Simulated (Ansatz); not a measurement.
# SiO2 with a defect (O vacancy): a single-point run

Wanted: field gradients for SiO2 with a defect (O vacancy).

Computed with Ansatz 0.2.0 (DFT, PBE, plane-wave PAW, default files, scalar-relativistic, unless a step's input says otherwise).

### 1 The structure to begin with

It takes space group P1 (No. 1, triclinic). Conventional cell: a = 4.853 Å, b = 4.853 Å, c = 6.901 Å, α = 96.86°, β = 110.11°, γ = 109.96°. Si (site symmetry 1) is surrounded by 3 O at 1.13 to 1.14 Å. Si (site symmetry 1) has 4 O at 1.13 to 1.14 Å as nearest neighbours. Only part of the 23 independent sites is listed.

The input asks for a charge of +1 e on the cell.

Structure file:

```cif
data_structure
_symmetry_space_group_name_H-M 'P1'
_symmetry_Int_Tables_number 1
_cell_length_a 4.8533
_cell_length_b 4.8533
_cell_length_c 6.9015
_cell_angle_alpha 96.856
_cell_angle_beta 110.111
_cell_angle_gamma 109.956
_cell_volume 138.23
loop_
_atom_site_label
_atom_site_type_symbol
_atom_site_symmetry_multiplicity
_atom_site_Wyckoff_symbol
_atom_site_fract_x
_atom_site_fract_y
_atom_site_fract_z
_atom_site_occupancy
Si1 Si 1 a 0.44431 0.54157 0.69908 1
Si2 Si 1 a 0.94432 0.54157 0.19908 1
Si3 Si 1 a 0.05568 0.45843 0.80092 1
Si4 Si 1 a 0.55568 0.45843 0.30092 1
Si5 Si 1 a 0.59248 0.24523 0.55092 1
Si6 Si 1 a 0.09248 0.24523 0.05092 1
Si7 Si 1 a 0.90752 0.75477 0.94908 1
Si8 Si 1 a 0.40752 0.75477 0.44908 1
O1 O 1 a 0.50669 0.73008 0.61795 1
O2 O 1 a 0.00669 0.73008 0.11795 1
O3 O 1 a 0.80854 0.26992 0.69728 1
O4 O 1 a 0.30854 0.26992 0.19728 1
O5 O 1 a 0.17736 0.38874 0.94728 1
O6 O 1 a 0.67736 0.38874 0.44728 1
O7 O 1 a 0.63787 0.61126 0.86795 1
O8 O 1 a 0.13787 0.61126 0.36795 1
O9 O 1 a 0.42969 0.32547 0.60421 1
O10 O 1 a 0.92969 0.32547 0.10421 1
O11 O 1 a 0.02874 0.67453 0.85421 1
O12 O 1 a 0.52875 0.67453 0.35421 1
O13 O 1 a 0.70284 0.50000 0.20285 1
O14 O 1 a 0.95284 0.00000 0.95284 1
O15 O 1 a 0.45284 0.00000 0.45285 1
```

### 2 Input and run

The input, input.yaml:

```yaml
crystal:
  lattice:
    - [-3.57595, 2.785265, 1.734775]
    - [7.1519, -5.57053, 3.46955]
    - [3.57595, 2.785265, -1.734775]
  atoms:
    - { symbol: Si, position: [0.8566, 0.300915, 0.45843], spin: 0.5 }
    - { symbol: Si, position: [0.8566, 0.800915, 0.45843] }
    - { symbol: Si, position: [0.1434, 0.199085, 0.54157], spin: 0.5 }
    - { symbol: Si, position: [0.1434, 0.699085, 0.54157] }
    - { symbol: Si, position: [0.8566, 0.449085, 0.75477] }
    - { symbol: Si, position: [0.8566, 0.949085, 0.75477] }
    - { symbol: Si, position: [0.1434, 0.050915, 0.24523] }
    - { symbol: Si, position: [0.1434, 0.550915, 0.24523] }
    - { symbol: O, position: [0.87536, 0.38205, 0.26992] }
    - { symbol: O, position: [0.87536, 0.88205, 0.26992] }
    - { symbol: O, position: [0.49418, 0.30272, 0.73008] }
    - { symbol: O, position: [0.49418, 0.80272, 0.73008] }
    - { symbol: O, position: [0.87536, 0.05272, 0.61126] }
    - { symbol: O, position: [0.87536, 0.55272, 0.61126] }
    - { symbol: O, position: [0.49418, 0.13205, 0.38874] }
    - { symbol: O, position: [0.49418, 0.63205, 0.38874] }
    - { symbol: O, position: [0.9661, 0.395785, 0.67453] }
    - { symbol: O, position: [0.9661, 0.895785, 0.67453] }
    - { symbol: O, position: [0.11704, 0.145785, 0.32547] }
    - { symbol: O, position: [0.11704, 0.645785, 0.32547] }
    - { symbol: O, position: [0.09431, 0.797155, 0.5] }
    - { symbol: O, position: [0.09431, 0.047155, 0.0] }
    - { symbol: O, position: [0.09431, 0.547155, 0.0] }
magnetization:
  spin_polarized: true
total_charge: 1
kpoints:
  mp_grid: { grid: [4, 2, 3] }
scf:
  occupations: { method: fermi_dirac, width: 0.01 }
  max_iter: 80
hamiltonian:
  xc: pbe
  pseudopotentials: { kind: paw }
output:
  forces: true
  stress: true
  populations: true
  efg: { quadrupole_moments_barn: { O: -0.02558 }, contact_densities: true }
```

Command:

```console
$ ansatz run input.yaml --threads 4 --pin off --max-ram 8192MiB --backend cpu --events-out ev --progress --plain --runs-dir out
```

What happens when this is run?

This run ends as converged. It gives a pressure of 1072 GPa and a largest force of 64.3 eV/Å, which is large; a structure far from rest gives such values too, whatever the setting.

The structure was scaled down until the atoms press into each other. The shortest distance in the input is 1.13 Å, between atoms 4 (Si) and 21 (O).

The cure: use the intended lattice or bond lengths.
